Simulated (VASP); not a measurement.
# C (P6_3/mmc) in VASP: notebook, part 2 of 3

VASP 6.6.1.

## 3. Band structure, RPBE

This run uses another cell than the first one, of 11.99 Å³/atom, 1.390 times its volume.

INCAR

```
PREC = Accurate
ENCUT = 520
EDIFF = 1E-7
ISMEAR = 0
SIGMA = 0.03
LREAL = F
LASPH = T
NELM = 80
ALGO = Fast
ISIF = 2
LWAVE = F
LCHARG = F
GGA = RP
NBANDS = 16
ICORELEVEL = 1
```

KPOINTS

```
regular mesh
0
Gamma
  12 12 4
```

POSCAR

```
C                                       
1.0
    2.4771659311     -0.0000000000      0.0000000000
   -1.2385829655      2.1452886260     -0.0000000000
    0.0000000000      0.0000000000      9.0252602547
  C             
     4
Direct
     0.0000000000000000    0.0000000000000000    0.2500000000000000
     0.0000000000000000    0.0000000000000000    0.7500000000000000
     0.3333333300000021    0.6666666699999979    0.2500000000000000
     0.6666666699999979    0.3333333300000021    0.7500000000000000
```

KPOINTS_OPT

```
explicit points
96
Reciprocal
 0.0000000000  0.0000000000  0.0000000000 1
 0.0555555556  0.0000000000  0.0000000000 1
 0.1111111111  0.0000000000  0.0000000000 1
 0.1666666667  0.0000000000  0.0000000000 1
 0.2222222222  0.0000000000  0.0000000000 1
 0.2777777778  0.0000000000  0.0000000000 1
 0.3333333333  0.0000000000  0.0000000000 1
 0.3888888889  0.0000000000  0.0000000000 1
 0.4444444444  0.0000000000  0.0000000000 1
 0.5000000000  0.0000000000  0.0000000000 1
 0.5000000000  0.0000000000  0.0000000000 1
 0.4814814815  0.0370370370  0.0000000000 1
 0.4629629630  0.0740740741  0.0000000000 1
 0.4444444444  0.1111111111  0.0000000000 1
 0.4259259259  0.1481481481  0.0000000000 1
 0.4074074074  0.1851851852  0.0000000000 1
 0.3888888889  0.2222222222  0.0000000000 1
 0.3703703703  0.2592592592  0.0000000000 1
 0.3518518518  0.2962962963  0.0000000000 1
 0.3333333333  0.3333333333  0.0000000000 1
 0.3333333333  0.3333333333  0.0000000000 1
 0.2962962963  0.2962962963  0.0000000000 1
 0.2592592592  0.2592592592  0.0000000000 1
 0.2222222222  0.2222222222  0.0000000000 1
 0.1851851852  0.1851851852  0.0000000000 1
 0.1481481481  0.1481481481  0.0000000000 1
 0.1111111111  0.1111111111  0.0000000000 1
 0.0740740741  0.0740740741  0.0000000000 1
 0.0370370370  0.0370370370  0.0000000000 1
 0.0000000000  0.0000000000  0.0000000000 1
 0.0000000000  0.0000000000  0.0000000000 1
 0.0000000000  0.0000000000  0.0555555556 1
 0.0000000000  0.0000000000  0.1111111111 1
 0.0000000000  0.0000000000  0.1666666667 1
 0.0000000000  0.0000000000  0.2222222222 1
 0.0000000000  0.0000000000  0.2777777778 1
 0.0000000000  0.0000000000  0.3333333333 1
 0.0000000000  0.0000000000  0.3888888889 1
 0.0000000000  0.0000000000  0.4444444444 1
 0.0000000000  0.0000000000  0.5000000000 1
 0.0000000000  0.0000000000  0.5000000000 1
 0.0555555556  0.0000000000  0.5000000000 1
 0.1111111111  0.0000000000  0.5000000000 1
 0.1666666667  0.0000000000  0.5000000000 1
 0.2222222222  0.0000000000  0.5000000000 1
 0.2777777778  0.0000000000  0.5000000000 1
 0.3333333333  0.0000000000  0.5000000000 1
 0.3888888889  0.0000000000  0.5000000000 1
 0.4444444444  0.0000000000  0.5000000000 1
 0.5000000000  0.0000000000  0.5000000000 1
 0.5000000000  0.0000000000  0.5000000000 1
 0.4814814815  0.0370370370  0.5000000000 1
 0.4629629630  0.0740740741  0.5000000000 1
 0.4444444444  0.1111111111  0.5000000000 1
 0.4259259259  0.1481481481  0.5000000000 1
 0.4074074074  0.1851851852  0.5000000000 1
 0.3888888889  0.2222222222  0.5000000000 1
 0.3703703703  0.2592592592  0.5000000000 1
 0.3518518518  0.2962962963  0.5000000000 1
 0.3333333333  0.3333333333  0.5000000000 1
 0.3333333333  0.3333333333  0.5000000000 1
 0.2962962963  0.2962962963  0.5000000000 1
 0.2592592592  0.2592592592  0.5000000000 1
 0.2222222222  0.2222222222  0.5000000000 1
 0.1851851852  0.1851851852  0.5000000000 1
 0.1481481481  0.1481481481  0.5000000000 1
 0.1111111111  0.1111111111  0.5000000000 1
 0.0740740741  0.0740740741  0.5000000000 1
 0.0370370370  0.0370370370  0.5000000000 1
 0.0000000000  0.0000000000  0.5000000000 1
 0.5000000000  0.0000000000  0.5000000000 1
 0.5000000000  0.0000000000  0.4444444444 1
 0.5000000000  0.0000000000  0.3888888889 1
 0.5000000000  0.0000000000  0.3333333333 1
 0.5000000000  0.0000000000  0.2777777778 1
 0.5000000000  0.0000000000  0.2222222222 1
 0.5000000000  0.0000000000  0.1666666667 1
 0.5000000000  0.0000000000  0.1111111111 1
 0.5000000000  0.0000000000  0.0555555556 1
 0.5000000000  0.0000000000  0.0000000000 1
 0.3333333333  0.3333333333  0.0000000000 1
 0.3333333333  0.3333333333  0.0555555556 1
 0.3333333333  0.3333333333  0.1111111111 1
 0.3333333333  0.3333333333  0.1666666667 1
 0.3333333333  0.3333333333  0.2222222222 1
 0.3333333333  0.3333333333  0.2777777778 1
 0.3333333333  0.3333333333  0.3333333333 1
 0.3333333333  0.3333333333  0.3888888889 1
 0.3333333333  0.3333333333  0.4444444444 1
 0.3333333333  0.3333333333  0.5000000000 1
 0.0000000000  0.0000000000  0.0000000000 1
 0.0000000000  0.0000000000  0.5000000000 1
 0.3333333333  0.3333333333  0.5000000000 1
 0.3333333333  0.3333333333  0.0000000000 1
 0.5000000000  0.0000000000  0.5000000000 1
 0.5000000000  0.0000000000  0.0000000000 1
```

Potentials or basis: VASP PAW PBE potentials, release 64 (C).

The run is started by

```bash
> cat potpaw_PBE.64/C/POTCAR > POTCAR
> mpirun -np 1 vasp_std > vasp.out
```

It took 44 s on 1 thread of Intel Xeon 6975P-C (Granite Rapids), shared host; peak memory 0.19 GiB.

The run converged. Its results:

- Free energy: -35.2732 eV
- Pressure: 0.3 GPa
- Band gap along the path: none (metal or under the smearing width)

Stress tensor (GPa, compression positive):
```
0.44 0.00 0.00
0.00 0.44 0.00
0.00 0.00 0.16
```

Levels at the corners of the path, in eV from the Fermi level:
| point | band 4 | band 5 | band 6 | band 7 | band 8 | band 9 | band 10 | band 11 | band 12 | band 13 |
| --- | --- | --- | --- | --- | --- | --- | --- | --- | --- | --- |
| Γ | -7.35 | -3.04 | -3.04 | -3.04 | -3.04 | 3.17 | 6.00 | 8.23 | 8.23 | 8.23 |
| M | -13.18 | -6.38 | -6.38 | -2.38 | -2.29 | 1.63 | 1.77 | 7.20 | 7.22 | 10.69 |
| M | -13.18 | -6.38 | -6.38 | -2.38 | -2.29 | 1.63 | 1.77 | 7.20 | 7.22 | 10.69 |
| K | -12.63 | -10.45 | -10.45 | -0.08 | 0.00 | 0.00 | 0.08 | 10.78 | 10.78 | 12.26 |
| K | -12.63 | -10.45 | -10.45 | -0.08 | 0.00 | 0.00 | 0.08 | 10.78 | 10.78 | 12.26 |
| Γ | -7.35 | -3.04 | -3.04 | -3.04 | -3.04 | 3.17 | 6.00 | 8.23 | 8.23 | 8.23 |
| Γ | -7.35 | -3.04 | -3.04 | -3.04 | -3.04 | 3.17 | 6.00 | 8.23 | 8.23 | 8.23 |
| A | -7.52 | -3.04 | -3.04 | -3.04 | -3.04 | 4.23 | 4.23 | 8.23 | 8.23 | 8.23 |
| A | -7.52 | -3.04 | -3.04 | -3.04 | -3.04 | 4.23 | 4.23 | 8.23 | 8.23 | 8.23 |
| L | -13.18 | -6.38 | -6.38 | -2.34 | -2.34 | 1.70 | 1.70 | 7.21 | 7.21 | 11.42 |
| L | -13.18 | -6.38 | -6.38 | -2.34 | -2.34 | 1.70 | 1.70 | 7.21 | 7.21 | 11.42 |
| H | -12.63 | -10.45 | -10.45 | 0.00 | 0.00 | 0.00 | 0.00 | 10.60 | 10.60 | 12.95 |
| H | -12.63 | -10.45 | -10.45 | 0.00 | 0.00 | 0.00 | 0.00 | 10.60 | 10.60 | 12.95 |
| A | -7.52 | -3.04 | -3.04 | -3.04 | -3.04 | 4.23 | 4.23 | 8.23 | 8.23 | 8.23 |
| L | -13.18 | -6.38 | -6.38 | -2.34 | -2.34 | 1.70 | 1.70 | 7.21 | 7.21 | 11.42 |
| M | -13.18 | -6.38 | -6.38 | -2.38 | -2.29 | 1.63 | 1.77 | 7.20 | 7.22 | 10.69 |
| K | -12.63 | -10.45 | -10.45 | -0.08 | 0.00 | 0.00 | 0.08 | 10.78 | 10.78 | 12.26 |
| H | -12.63 | -10.45 | -10.45 | 0.00 | 0.00 | 0.00 | 0.00 | 10.60 | 10.60 | 12.95 |

Core levels (eV, on the scale of the bands):
| atom | levels |
| --- | --- |
| 1 C | 1s -263.7 |
| 2 C | 1s -263.7 |
| 3 C | 1s -263.7 |
| 4 C | 1s -263.7 |

Caveat: the PAW data sets were made with another functional, which shifts forces and pressure a little; this functional lacks dispersion, which binds the layers, so the pressure and a relaxed spacing across them are unreliable.

## 4. Band structure, PBEsol

This run uses another cell than the first one, of 9.17 Å³/atom, 1.064 times its volume.

INCAR

```
SYSTEM = C
PREC     = Accurate       ! precision mode
ENCUT    = 520            ! plane-wave cutoff, eV
EDIFF    = 1E-6           ! SCF threshold, eV
ISMEAR   = 0              ! smearing method
SIGMA    = 0.03           ! smearing width, eV
LREAL    = .False.        ! projectors in reciprocal space
LASPH    = .True.         ! aspherical terms in the spheres
NELM     = 80             ! most SCF steps
ALGO     = Normal         ! electronic algorithm
ISIF     = 2              ! what is computed and relaxed
LWAVE    = .False.        ! write WAVECAR
LCHARG   = .False.        ! write CHGCAR
GGA      = PS             ! functional
NBANDS   = 16             ! bands
ICORELEVEL= 1
```

KPOINTS

```
Automatic mesh
0
Gamma
  12 12 4
  0 0 0
```

POSCAR, as its differences from that of step 3:

```diff
@@ -2,5 +2,5 @@
 1.0
-    2.4771659311     -0.0000000000      0.0000000000
-   -1.2385829655      2.1452886260     -0.0000000000
-    0.0000000000      0.0000000000      9.0252602547
+    2.4600222218      0.0000000000      0.0000000000
+   -1.2300111109      2.1304417383      0.0000000000
+    0.0000000000      0.0000000000      7.0016760443
   C
```

KPOINTS_OPT is that of step 3.

The run is started by

```bash
> cat potpaw_PBE.64/C/POTCAR > POTCAR
> mpirun -np 1 vasp_std > vasp.out
```

Run time: 22 s. Hardware: 1 thread of Intel Xeon 6975P-C (Granite Rapids), shared host; peak memory 0.17 GiB.

It converged, with:

* Free energy: -38.5707 eV
* Pressure: 0.4 GPa
* Band gap along the path: none (metal or under the smearing width)

Stress tensor (GPa, compression positive):
```
0.47 0.00 0.00
0.00 0.47 0.00
0.00 0.00 0.30
```

Levels at the corners of the path, in eV from the Fermi level:
| point | band 6 | band 7 | band 8 | band 9 | band 10 | band 11 |
| --- | --- | --- | --- | --- | --- | --- |
| Γ | -2.98 | -2.97 | -2.97 | 3.72 | 8.34 | 8.34 |
| M | -6.37 | -2.69 | -2.14 | 1.47 | 2.07 | 7.29 |
| M | -6.37 | -2.69 | -2.14 | 1.47 | 2.07 | 7.29 |
| K | -10.63 | -0.50 | -0.01 | -0.01 | 0.56 | 10.77 |
| K | -10.63 | -0.50 | -0.01 | -0.01 | 0.56 | 10.77 |
| Γ | -2.98 | -2.97 | -2.97 | 3.72 | 8.34 | 8.34 |
| Γ | -2.98 | -2.97 | -2.97 | 3.72 | 8.34 | 8.34 |
| A | -2.97 | -2.97 | -2.97 | 6.06 | 6.06 | 8.36 |
| A | -2.97 | -2.97 | -2.97 | 6.06 | 6.06 | 8.36 |
| L | -6.39 | -2.37 | -2.37 | 1.63 | 1.63 | 7.44 |
| L | -6.39 | -2.37 | -2.37 | 1.63 | 1.63 | 7.44 |
| H | -10.63 | 0.00 | 0.00 | 0.01 | 0.01 | 10.00 |
| H | -10.63 | 0.00 | 0.00 | 0.01 | 0.01 | 10.00 |
| A | -2.97 | -2.97 | -2.97 | 6.06 | 6.06 | 8.36 |
| L | -6.39 | -2.37 | -2.37 | 1.63 | 1.63 | 7.44 |
| M | -6.37 | -2.69 | -2.14 | 1.47 | 2.07 | 7.29 |
| K | -10.63 | -0.50 | -0.01 | -0.01 | 0.56 | 10.77 |
| H | -10.63 | 0.00 | 0.00 | 0.01 | 0.01 | 10.00 |

Core levels (eV, on the scale of the bands):
| atom | levels |
| --- | --- |
| 1 C | 1s -261.7 |
| 2 C | 1s -261.7 |
| 3 C | 1s -261.7 |
| 4 C | 1s -261.7 |

Caveat: the PAW data sets were made with another functional, which shifts forces and pressure a little; this functional lacks dispersion, which binds the layers, so the pressure and a relaxed spacing across them are unreliable.

(Part 2 of 3 ends here.)
